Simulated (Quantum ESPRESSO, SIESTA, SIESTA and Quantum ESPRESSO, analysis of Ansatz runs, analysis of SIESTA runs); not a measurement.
## Levels of Mg_Al in AlN (P6_3mc), rung by rung (SIESTA and Quantum ESPRESSO)

Question: at which Fermi levels does Mg_Al in AlN (P6_3mc) change its charge, and how much of the answer depends on the basis, the k-points and the program? The model is a cell of 72 host atoms with 1 Al taken out and 1 Mg put in.

Calculated with SIESTA and Quantum ESPRESSO; SIESTA numerical-orbital DFT, PBEsol, DZP basis, PseudoDojo 0.4.1 potentials converted to PSML; charged supercells in a uniform background, point-charge correction with alignment at far sites.

Most raw output is cut from this account.

## Step 1: The starting structure

The cell holds 72 atoms: 35 Al, 36 N and 1 Mg. Its edges and angles: a = 9.367 Å, b = 9.367 Å, c = 10.011 Å, α = 90.0°, β = 90.0°, γ = 120.0°. It derives from AlN (space group P6_3mc). Nearest the centre at fractional (0.444, 0.556, 0.500): Mg34 at 0.00 Å, N11 at 1.90 Å, N43 at 1.90 Å, N35 at 1.90 Å, N40 at 1.91 Å, Al33 at 3.08 Å, Al37 at 3.08 Å, Al9 at 3.08 Å.

Structure file:

Known beforehand: the electronic dielectric constant, (4.46, 4.46, 4.69), and the static one, (8.01, 8.01, 9.50), from a response run on this crystal (DFPT, PBEsol, Quantum ESPRESSO) at that run's own cell.

The cell's shortest repeat is 9.4 Å.

The primitive cell was relaxed at this level beforehand, to 42.26 Å³.

The defect-free supercell was relaxed beforehand, from displaced atoms: they ended at most 0.01 Å from the sites they started about, so the symmetric structure holds.

## Step 2: Band edges

Levels are counted from the valence top, which comes from the unit cell, dense mesh; the energy of the host comes from the defect-free supercell at the defects' own k-points, so that the host's part of the sampling error cancels.

File host.fdf:

```
SystemName                      AlN
SystemLabel                     host
NumberOfSpecies                 2
NumberOfAtoms                   4
%block ChemicalSpeciesLabel
  1   13 Al
  2    7 N
%endblock ChemicalSpeciesLabel
LatticeConstant                 1.0 Ang
%block LatticeVectors
     3.122353000    -0.000006000     0.000000000
    -1.561181000     2.704034000     0.000000000
     0.000000000     0.000000000     5.005415000
%endblock LatticeVectors
AtomicCoordinatesFormat         Fractional
%block AtomicCoordinatesAndAtomicSpecies
     0.666665682     0.333334566     0.499261899  1
     0.333334318     0.666665434     0.999261799  1
     0.666667319     0.333332717     0.880714386  2
     0.333332681     0.666667283     0.380714486  2
%endblock AtomicCoordinatesAndAtomicSpecies
%block kgrid.MonkhorstPack
   12   0   0  0.00
    0  12   0  0.00
    0   0   6  0.00
%endblock kgrid.MonkhorstPack
XC.Functional                   GGA
XC.Authors                      PBEsol
PAO.BasisSize                   DZP
PAO.EnergyShift                 0.005 Ry
Mesh.Cutoff                     300 Ry
OccupationFunction              FD
ElectronicTemperature           0.01 eV
MaxSCFIterations                150
SCF.MustConverge                true
SCF.Mixer.Method                Pulay
SCF.Mixer.Weight                0.2
SCF.Mixer.History               10
SCF.DM.Tolerance                1.0e-4
SCF.H.Tolerance                 1.0e-3 eV
WriteForces                     true
Charge.Mulliken                 end
```

Run with:

```console
$ OMP_NUM_THREADS=1 siesta host.fdf > host.out
```

Wall time 59 s (1 MPI rank of Arm Neoverse V1, shared host); peak memory 0.25 GiB.

The gap at this level is 4.15 eV.

Test of the sampling: at one point at (¼, ¼, ¼) the host's energy lies 16 meV an atom below its value on the primitive cell's dense mesh, close enough for the relaxations, while formation energies at this sampling may be off by a tenth of an eV or more.

## Step 3: Relaxing each charge state

Each state starts from the atoms near the defect displaced at random, so that no symmetry of the ideal site is imposed. An odd electron count needs spin polarisation, and the total moment is held fixed to keep the state apart from its neighbours in spin. Charge 0 is shown in full.

File defect.fdf:

```
SystemName                      MgAl35N36
SystemLabel                     defect
NumberOfSpecies                 3
NumberOfAtoms                   72
%block ChemicalSpeciesLabel
  1   13 Al
  2    7 N
  3   12 Mg
%endblock ChemicalSpeciesLabel
LatticeConstant                 1.0 Ang
%block LatticeVectors
     9.367059000    -0.000018000     0.000000000
    -4.683543000     8.112102000     0.000000000
     0.000000000     0.000000000    10.010830000
%endblock LatticeVectors
AtomicCoordinatesFormat         Fractional
%block AtomicCoordinatesAndAtomicSpecies
     0.223356970     0.109046687     0.253877488  1
     0.106187393     0.220398162     0.496686730  1
     0.222511677     0.106615002     0.437900131  2
     0.108964904     0.226004044     0.191492265  2
     0.228352048     0.113949941     0.750105608  1
     0.111111439     0.222221811     0.999630900  1
     0.222222440     0.111110906     0.940357193  2
     0.105728572     0.221302671     0.688575047  2
     0.217605605     0.445264135     0.248085130  1
     0.109158004     0.558970368     0.501987206  1
     0.216741754     0.442951234     0.442321803  2
     0.115493064     0.561495769     0.190180014  2
     0.225392800     0.444950066     0.745468980  1
     0.111111439     0.555555145     0.999630900  1
     0.222222440     0.444444239     0.940357193  2
     0.108393702     0.549532698     0.691381475  2
     0.227630874     0.779409308     0.247457034  1
     0.111111439     0.888888478     0.499630900  1
     0.217189529     0.777043170     0.438005018  2
     0.111110894     0.888889094     0.190357243  2
     0.220852015     0.782128889     0.748401106  1
     0.111111439     0.888888478     0.999630900  1
     0.222222440     0.777777572     0.940357193  2
     0.111110894     0.888889094     0.690357243  2
     0.555555227     0.111111522     0.249630950  1
     0.441208455     0.223970717     0.496777387  1
     0.555555773     0.111110906     0.440357193  2
     0.440536421     0.217213253     0.187759971  2
     0.555555227     0.111111522     0.749630950  1
     0.444444773     0.222221811     0.999630900  1
     0.555555773     0.111110906     0.940357193  2
     0.440079101     0.223026138     0.692508136  2
     0.560658491     0.445319661     0.251951109  1
     0.439531637     0.555327819     0.501809075  3
     0.554782001     0.447578198     0.436655907  2
     0.444290931     0.560734536     0.189491741  2
     0.559733437     0.450372499     0.748867688  1
     0.444444773     0.555555145     0.999630900  1
     0.555555773     0.444444239     0.940357193  2
     0.441565459     0.558741242     0.691238871  2
     0.549394642     0.774865328     0.249618904  1
     0.450404850     0.890642905     0.500183470  1
     0.554218344     0.776790997     0.435490681  2
     0.442678434     0.883666794     0.192889465  2
     0.551987952     0.776810518     0.753631823  1
     0.444444773     0.888888478     0.999630900  1
     0.555555773     0.777777572     0.940357193  2
     0.445056589     0.894198834     0.688689745  2
     0.888888561     0.111111522     0.249630950  1
     0.777778106     0.222221811     0.499630900  1
     0.888889106     0.111110906     0.440357193  2
     0.777777560     0.222222428     0.190357243  2
     0.888888561     0.111111522     0.749630950  1
     0.777778106     0.222221811     0.999630900  1
     0.888889106     0.111110906     0.940357193  2
     0.777777560     0.222222428     0.690357243  2
     0.888888561     0.444444855     0.249630950  1
     0.778173991     0.557142153     0.504442730  1
     0.888889106     0.444444239     0.440357193  2
     0.772499681     0.552932108     0.192936862  2
     0.888888561     0.444444855     0.749630950  1
     0.777778106     0.555555145     0.999630900  1
     0.888889106     0.444444239     0.940357193  2
     0.774076812     0.550150739     0.692568657  2
     0.892391882     0.775352241     0.250898555  1
     0.778799603     0.893364092     0.496390920  1
     0.887912635     0.774601141     0.436115378  2
     0.776921872     0.888375531     0.195302818  2
     0.890765332     0.779358813     0.744911632  1
     0.777778106     0.888888478     0.999630900  1
     0.888889106     0.777777572     0.940357193  2
     0.777461866     0.894058566     0.690175758  2
%endblock AtomicCoordinatesAndAtomicSpecies
%block kgrid.MonkhorstPack
    1   0   0  0.25
    0   1   0  0.25
    0   0   1  0.25
%endblock kgrid.MonkhorstPack
XC.Functional                   GGA
XC.Authors                      PBEsol
PAO.BasisSize                   DZP
PAO.EnergyShift                 0.005 Ry
Mesh.Cutoff                     300 Ry
Spin                            polarized
%block DM.InitSpin
    11   0.200
    34   0.200
    35   0.200
    40   0.200
    43   0.200
%endblock DM.InitSpin
Spin.Fix                        true
Spin.Total                      1.0
OccupationFunction              FD
ElectronicTemperature           0.01 eV
MaxSCFIterations                150
SCF.MustConverge                true
SCF.Mixer.Method                Pulay
SCF.Mixer.Weight                0.1
SCF.Mixer.History               10
SCF.DM.Tolerance                3.0e-4
SCF.H.Tolerance                 3.0e-3 eV
WriteForces                     true
Charge.Mulliken                 end
SaveRho                         true
SaveElectrostaticPotential      true
Charge.Hirshfeld                end
Charge.Voronoi                  end
MD.TypeOfRun                    Broyden
MD.Steps                        90
MD.MaxForceTol                  0.04 eV/Ang
MD.MaxDispl                     0.15 Ang
WriteCoorStep                   true
AtomCoorFormatOut               Fractional
```

Run with:

```console
$ OMP_NUM_THREADS=1 siesta defect.fdf > defect.out
```

It took 3.4 h on 1 MPI rank; peak memory 2.3 GiB.

The steps and moves of this run count from the displaced start.

The steps of the relaxation:

```
step  energy less that of the first step (eV)  largest force (eV/Å)
   0                                   0.0000                2.7876
   1                                  -1.2379                1.4323
   2                                  -1.5865                0.6601
   3                                  -1.6721                0.3246
   4                                  -1.7041                0.1396
   5                                  -1.7134                0.0702
   6                                  -1.7184                0.0428
```

The atoms that moved most (Å):

```
atom      dx      dy      dz  length
 N40   0.039  -0.017   0.155   0.161
 N35   0.126  -0.089   0.000   0.154
 N43  -0.003   0.145   0.011   0.146
 N11  -0.087  -0.054  -0.056   0.117
Al13  -0.055  -0.016   0.042   0.071
Mg34   0.023   0.002  -0.055   0.060
 N60   0.042   0.022  -0.037   0.059
Al42  -0.059   0.001  -0.007   0.059
```

Neighbours of Mg34 at the end:

```
atom  distance (Å)
 N11         2.020
 N43         2.030
 N35         2.033
 N40         2.107
 N36         3.058
 Al9         3.060
Al41         3.068
Al33         3.081
Al13         3.118
Al10         3.121
 Al2         3.128
Al42         3.131
Al26         3.139
Al37         3.139
Al45         3.139
```

Energies on the run's own zero. States near gap, by row:

```
spin  k  band  energy (eV)  filled by count
  up  0   144       -8.638                1
  up  0   145       -8.563                1
  up  0   146       -8.483                1
  up  0   147       -8.388                1
  up  0   148        -8.36                1
  up  0   149       -3.039                0
  up  0   150       -3.006                0
  up  0   151       -2.775                0
  up  0   152       -2.766                0
down  0   143       -8.625                1
down  0   144       -8.596                1
down  0   145       -8.535                1
down  0   146       -8.413                1
down  0   147       -8.224                1
down  0   148       -8.186                0
down  0   149       -3.035                0
down  0   150       -3.002                0
down  0   151       -2.764                0
```

Spin density in the ac plane at fractional y = 0.556, through the centre, with atoms of Al and N and Mg within 0.45 Å of it.

Values in e/Å³, 13 rows by 16 columns, each cell a mean:
```
0.00 0.00 0.00 0.00 0.00 0.00 0.00 0.00 0.00 0.00 0.00 0.00 0.00 0.00 0.00 0.00
0.00 0.00 0.00 0.00 0.00 0.00 0.00 0.00 0.00 0.00 0.00 0.00 0.00 0.00 0.00 0.00
0.00 0.00 0.00 0.00 0.00 0.00 0.04 0.06 0.01 0.00 0.00 0.00 0.00 0.00 0.00 0.00
0.00 0.00 0.00 0.00 0.00 0.00 0.09 0.21 0.02 0.00 0.00 0.00 0.01 0.00 0.00 0.00
0.00 0.00 0.00 0.00 0.00 0.00 0.07 0.17 0.03 0.00 0.00 0.00 0.01 0.00 0.00 0.00
0.00 0.00 0.00 0.00 0.00 0.00 0.01 0.01 0.00 0.00 0.00 0.00 0.00 0.00 0.00 0.00
0.00 0.00 0.00 0.00 0.00 0.00 0.00 0.01 0.00 0.01 0.00 0.00 0.00 0.00 0.00 0.00
0.00 0.00 0.00 0.00 0.00 0.00 0.00 0.00 0.00 0.01 0.00 0.00 0.00 0.00 0.00 0.00
0.00 0.00 0.00 0.00 0.00 0.00 0.00 0.00 0.00 0.00 0.00 0.00 0.00 0.00 0.00 0.00
0.00 0.01 0.00 0.00 0.00 0.00 0.00 0.01 0.00 0.00 0.00 0.00 0.01 0.00 0.00 0.00
0.00 0.01 0.01 0.00 0.00 0.00 0.01 0.01 0.00 0.00 0.00 0.01 0.02 0.01 0.00 0.00
0.00 0.00 0.00 0.00 0.00 0.00 0.00 0.00 0.00 0.00 0.00 0.00 0.01 0.00 0.00 0.00
0.00 0.00 0.00 0.00 0.00 0.00 0.00 0.00 0.00 0.00 0.00 0.00 0.00 0.00 0.00 0.00
```
Columns run along a (9.4 Å), rows up along c (10.0 Å). Atoms in or near the plane, at fractional coordinates: Al at (0.11, 0.50), N at (0.11, 0.19), Al at (0.11, 0.00), N at (0.11, 0.69), Mg at (0.44, 0.50), N at (0.44, 0.19), Al at (0.44, 0.00), N at (0.44, 0.71), Al at (0.78, 0.50), N at (0.78, 0.19), Al at (0.78, 0.00), N at (0.78, 0.69).

Valence density in the ac plane at fractional y = 0.556, through the centre, with atoms of Al and N and Mg within 0.45 Å of it. It is the smooth field of the valence electrons, not physical close to the nuclei.

Ten steps, logarithmic in the rise over the least value, from '_' (0 e/Å³) to '@' (18 e/Å³), each cell a mean:
```
::..____..::::::::....____..::::::::..______..::::::
::..____....::::::....____..::::::::....__....::::::
....______..........______............______........
____________......__________........__________......
............____....::::::....____..............____
..--====--::......::==++==--::......::--==--::......
::==****++--......--++++**==::....::--++**++--::....
::++****++--......--++**++==::....::==**++**==::....
::--++++==::..____..--==--::..____..--==++==--..____
..::::--::..________..::....________..::--::..______
............________--**++::________............____
..________........::##@@@@++..........______........
::..____..::::::..::**@@%%==....::::..______..::::::
::..____..::::::....::==--....::::::....__....::::::
....____..........__________..........______....::..
____________......____________......__________......
............______............____..............____
..::--==--::..__..::--====--........::--==--::......
::==++**++--......--++**++==::....::--++**++--::....
::++****++--......--++++**==::....::==++++**==::....
::--++++==::..__..::==++++--..____..--==++==--..____
..::----::..______..::--::::..______..::--::....____
............______............____..............____
..________..........______............______........
```
Columns run along a (9.4 Å), rows up along c (10.0 Å). Atoms in or near the plane, at fractional coordinates: Al at (0.11, 0.50), N at (0.11, 0.19), Al at (0.11, 0.00), N at (0.11, 0.69), Mg at (0.44, 0.50), N at (0.44, 0.19), Al at (0.44, 0.00), N at (0.44, 0.71), Al at (0.78, 0.50), N at (0.78, 0.19), Al at (0.78, 0.00), N at (0.78, 0.69).

The states that were run, at one point at (¼, ¼, ¼), on 1 MPI rank of Arm Neoverse V1, shared host:

```
charge  moment (μB)    outcome  structures computed  largest displacement of a host atom from its site (Å)  lowest empty less highest filled level (eV)    time
    −1            0  converged                    8                                                   0.14                                         5.05  66 min
     0            1  converged                    7                                                   0.17                                         0.04   3.4 h
```

Against the host's sites the lattice moves most at charge 0 (0.17 Å); the smallest move among the states is 0.14 Å.

## Step 4: Corrections and levels

A charged cell interacts with its images and the background. The point-charge term, screened by the static dielectric constant, takes that out, and the potential far from the defect is aligned with the host's. Chemical potentials: Al (fcc), Mg (hcp) and N (N2 molecule), run alike.

By state, in eV; the first energy still holds the atoms taken out or put in:

```
charge  moment (μB)  energy over the host, electrons at the valence top  point-charge term  potential shift at far sites  its spread  correction
    −1            0                                            -1546.46              0.266                         0.027       0.022       0.239
     0            1                                            -1546.45              0.000                             -           -       0.000
```

Potentials at atomic sites for charge −1, some of the atoms; distances and the model charge refer to the site on which the defect was built:

```
atom  distance from that site (Å)  potential less the host's (eV)  point-charge model (eV)
 N35                        2.016                           0.561                    0.315
 Al9                        3.092                           0.139                    0.070
 Al2                        3.128                           0.127                    0.051
 N72                        3.661                          -0.009                   -0.009
Al65                        4.382                          -0.056                   -0.065
 N28                        4.414                          -0.019                   -0.066
 N27                        4.794                           0.009                   -0.047
Al61                        5.379                          -0.093                   -0.087
 N56                        5.731                          -0.072                   -0.086
Al46                        5.904                          -0.087                   -0.106
Al22                        7.367                          -0.128                   -0.133
```

Over the charge states the far sites scatter by a standard deviation of up to 0.02 eV about the model once its mean shift is taken off, which is the uncertainty of the alignment.

Limit set by the element alone; other compounds of these elements are not counted. Chemical potentials from the elements' reference states: Al 0.00 eV, N -3.35 eV, Mg 0.00 eV. Formation energy by charge state (Al-rich; gap 4.15 eV):

```
charge  at valence top (eV)  at conduction bottom (eV)  correction included (eV)
     0                 3.66                       3.66                      0.00
    −1                 3.89                      -0.27                      0.24
```

Fermi level (eV), lowest formation energy (eV) and a bar from the least value:
```
     0.00       3.66 ##############################
     0.38       3.51 #############################
     0.75       3.13 ##########################
     1.13       2.75 #######################
     1.51       2.38 ####################
     1.89       2.00 #################
     2.27       1.62 ##############
     2.64       1.24 ############
     3.02       0.86 #########
     3.40       0.49 ######
     3.78       0.11 ###
     4.15      -0.27
```

Limit set by the element alone; other compounds of these elements are not counted. Chemical potentials from the elements' reference states: N 0.00 eV, Al -3.35 eV, Mg 0.00 eV. Formation energy by charge state (N-rich; gap 4.15 eV):

```
charge  at valence top (eV)  at conduction bottom (eV)  correction included (eV)
     0                 0.30                       0.30                      0.00
    −1                 0.53                      -3.62                      0.24
```

Fermi level (eV), lowest formation energy (eV) and a bar from the least value:
```
     0.00       0.30 ##############################
     0.38       0.15 #############################
     0.75      -0.22 ##########################
     1.13      -0.60 #######################
     1.51      -0.98 ####################
     1.89      -1.36 #################
     2.27      -1.74 ##############
     2.64      -2.11 ############
     3.02      -2.49 #########
     3.40      -2.87 ######
     3.78      -3.25 ###
     4.15      -3.62
```

So at this level: (0/−1) at 0.23 eV (-0.01 without the correction), in a gap of 4.15 eV. Before or after the correction (0/−1) lies near a band edge or past it: the carrier may then sit in a band, where the correction doesn't apply, so this need not be the level of a bound state.

[end of part 1 of 2]

[Logs are printed without paths, hosts, clocks, repeated set-up lines and the standing remarks that a program may print on its own settings, such as how far it seeks lower states.]

[Hosts, paths, dates, database ids (printed as entryN), source tags and the programs' standing remarks are cut or masked in the printed files.]

[For some hosts the program warned that the k-mesh of the response run may be too coarse for force constants and the static dielectric constant; such warnings are not shown here.]

[Charge tables in the logs are Mulliken or Hirshfeld populations, whose sizes and signs can differ; where basis functions stand at a vacancy, SIESTA counts their charge against the missing atom's valence.]

[In relaxation paths of CP2K, step 0 can be the structure after the first move, since the trajectory file begins there, and the last row can be the final structure solved once more.]
